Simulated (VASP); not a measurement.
La2O3, 5 atoms in the cell. The structure is trigonal, space group P-3m1 (No. 164). The conventional cell has a = 3.904 Å, b = 3.904 Å, c = 6.032 Å, α = 90.00°, β = 90.00°, γ = 120.00°. La (site symmetry 3m) is surrounded by 7 O at 2.35 to 2.70 Å. O (site symmetry 3m) has 4 La at 2.35 to 2.42 Å as nearest neighbours. O (site symmetry -3m) has 6 La at 2.70 Å as nearest neighbours. The cell is a database's computed one.

| Property | Result |
| --- | --- |
| Program | VASP 6.6.1 |
| Task | band structure |
| Functional | r2SCAN |
| Potentials or basis | VASP PAW PBE potentials, release 64 (La, O) |
| Cutoff | 520 eV |
| k mesh | 9 × 9 × 4 |
| Occupations | gaussian, width 0.02 eV |
| Spin | no spin polarisation |
| Further INCAR settings | ALGO = Normal; EDIFF = 1e-07 |

Potentials or basis: VASP PAW PBE potentials, release 64 (La, O).

Run with:

```bash
$ cat potpaw_PBE.64/La/POTCAR potpaw_PBE.64/O/POTCAR > POTCAR
$ mpirun -np 1 vasp_std > vasp.out
```

Hardware: 1 thread of Intel(R) Xeon(R) Platinum 8488C (Sapphire Rapids), on a shared host.

How long does it take, and how much memory?

It took 19 min on 1 thread of Intel(R) Xeon(R) Platinum 8488C (Sapphire Rapids), on a shared host, peak memory 0.4 GiB. Counts: scf iterations 37, k points 95.
